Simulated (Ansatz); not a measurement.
# Zone-centre phonons of BP at 25 GPa: input and output

These are results of DFT PBEsol, scalar-relativistic, plane waves, PAW in Ansatz, not measurements.

Launched with:
```bash
ansatz run input.yaml --threads 1 --pin off --max-ram 1228MiB --backend cpu --events-out ev --progress --plain --runs-dir out
```

Input (bare energies are in eV):
```yaml
crystal:
  lattice:
    - [0.0, 2.1727223639, 2.1727223639]
    - [2.1727223639, 0.0, 2.1727223639]
    - [2.1727223639, 2.1727223639, 0.0]
  atoms:
    - { symbol: B, position: [0.0, 0.0, 0.0] }
    - { symbol: P, position: [0.75, 0.75, 0.75] }
basis:
  ecutwfc: 420
kpoints:
  mp_grid: { grid: [12, 12, 12] }
hamiltonian:
  xc: pbesol
scf:
  occupations: { method: fixed }
output:
  eigenvalues: true
phonons:
  method: dfpt
  dielectric: true
  rigid_motions: translations
  eigenvectors: true
```

The end of the output:
```
--- Phonons (Γ-DFPT): 2 representative perturbations + reference, on 280 of 1728 k-points (Σ response iterations 6) ---
  k mesh reduced under 4 symmetry operations, with k and −k counted as one. Each operation leaves every solved perturbation unchanged. A smaller set is not considered because the run solves the response ...
  ASR residual: 1.405e-4 → 0.000e0 eV/Å²; symmetrization residual: 4.691e-7 eV/Å²
  ASR residual per site (eV/Å²): 4.69e-5 1.41e-4
  Γ frequencies (cm⁻¹): 0.00 0.00 0.00 912.04 912.04 912.04
  ε∞ (high-frequency dielectric tensor):
        9.291201    -0.000000    -0.000000
       -0.000000     9.291201     0.000000
       -0.000000     0.000000     9.291201
  ε⁰ (static dielectric tensor: ions relaxed, cell fixed):
        9.620291    -0.000000    -0.000000
       -0.000000     9.620291     0.000000
       -0.000000     0.000000     9.620291
  ε⁰ − ε∞ (ionic part):
        0.329089     0.000000     0.000000
        0.000000     0.329089     0.000000
        0.000000     0.000000     0.329089
  softest optical mode at Γ: 912.04 cm⁻¹; the repairs (sum rule, projections) moved no ω² at Γ by more than (1.14 cm⁻¹)²
  Born effective charges Z* (e; rows j = field, columns β = displacement):
    site 0:
        -0.95629   -0.00000   -0.00000
        -0.00000   -0.95629    0.00000
        -0.00000   -0.00000   -0.95629
    site 1:
         0.95629    0.00000    0.00000
         0.00000    0.95629   -0.00000
         0.00000    0.00000    0.95629
  Z* charge neutrality: 3.330e-4 e pre-enforcement
  solved inside a basis spanned on kpoints, on 12×12×12 k-points, its susceptibility summed on 16×16×16: ε∞ is read to err by 2.6e-2, Z* by 5.6e-3 e (field_mesh: kpoints solves on kpoints); Z* is corrected for ...
  optical modes at Γ without the LO–TO term, one row a degenerate level:
      ω (cm⁻¹) modes IR ((D/Å)²/amu)
        912.04      3             7.8986
  optical modes at Γ + LO–TO along q̂ = [1.0000, 0.0000, 0.0000]:
      ω (cm⁻¹) modes IR ((D/Å)²/amu)
        912.04      2             5.2657
        928.06      1             2.6329
  optical modes at Γ + LO–TO along q̂ = [0.0000, 1.0000, 0.0000]:
      ω (cm⁻¹) modes IR ((D/Å)²/amu)
        912.04      2             5.2657
        928.06      1             2.6329
  optical modes at Γ + LO–TO along q̂ = [0.0000, 0.0000, 1.0000]:
      ω (cm⁻¹) modes IR ((D/Å)²/amu)
        912.04      2             5.2657
        928.06      1             2.6329
```

Other phases may be more stable at this pressure. The bands were filled as in an insulator; under compression the gap may have closed between mesh points.